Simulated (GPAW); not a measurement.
Crystal: Fe2Ge.

```
Ge Fe
1.0
     4.16363    0.00000    0.00000
    -2.08182    3.60581    0.00000
     0.00000    0.00000    2.62647
Ge Fe
1 2
Direct
  0.00000 0.00000 0.00000
  0.33333 0.66667 0.50000
  0.66667 0.33333 0.50000
```

The cell comes from a database or a generator and needn't be the stable form of this composition.

Base run:

- Program: GPAW 26.7.0
- Functional: PBEsol
- Potentials or basis: PAW data sets generated in the run's folder for this functional
- Cutoff: 600 eV
- Basis: pw
- k mesh: 6 × 6 × 7
- Occupations: fermi-dirac, width 0.05 eV
- Spin: collinear spin, ferromagnetic start
- Starting moments: [0.0, 3.0, 3.0] μB
- Hubbard terms: Fe d U = 8 eV

Its results: pressure 27.3 GPa; net moment 6.54 μB per cell; site moments Ge -0.02; Fe +3.33 μB.

Problem. The run is repeated on the same cell with these changes: hubbard terms from Fe d U = 8 eV to none. What comes out?

Solution. Pressure -5.8 GPa; net moment 5.06 μB per cell; site moments Ge +0.01; Fe +2.44 μB.

Caveats: the U is typed as a test and isn't derived for this compound (some runs).

Not every run made on this cell is shown here.
